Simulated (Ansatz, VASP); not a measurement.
## Ir: VASP beside Ansatz

```
Ir
1.0
     2.73676    0.00000    0.00000
     0.00000    2.73676    0.00000
     0.00000    0.00000   17.87036
Ir
3
Cartesian
  1.3684 1.3684 7.0000
  0.0000 0.0000 8.8441
  1.3684 1.3684 10.6883
```

Alike in both runs: functional PBE; k mesh 10 × 10 × 1; occupations gaussian, width 0.1 eV; no spin polarisation.

Ansatz relaxed the structure, and its values are those at the end. VASP's run is a single point on that final structure, the one shown.

```csv
,VASP,Ansatz
version,VASP 6.6.1,Ansatz 0.2.0
potentials or method,"VASP PAW PBE potentials, release 64 (Ir)","scalar-relativistic, plane waves, PAW"
plane-wave cutoff (eV),520,420
valence electrons in the cell,27,51
```

Ansatz gave:

| Item | Value |
| --- | --- |
| gap on the k mesh at the Fermi level (eV) | none |
| rms of the force components (eV/Å) | 0.000 |

**Question.** Which values does VASP return?

**Answer.** gap on the k mesh at the Fermi level (eV): none; rms of the force components (eV/Å): 0.023.

A gap of «none» marks a metal or a gap that the smearing closes. The two sets of potentials don't hold the same shells in valence.

Spin-orbit coupling is left out, which matters for the levels of Ir.
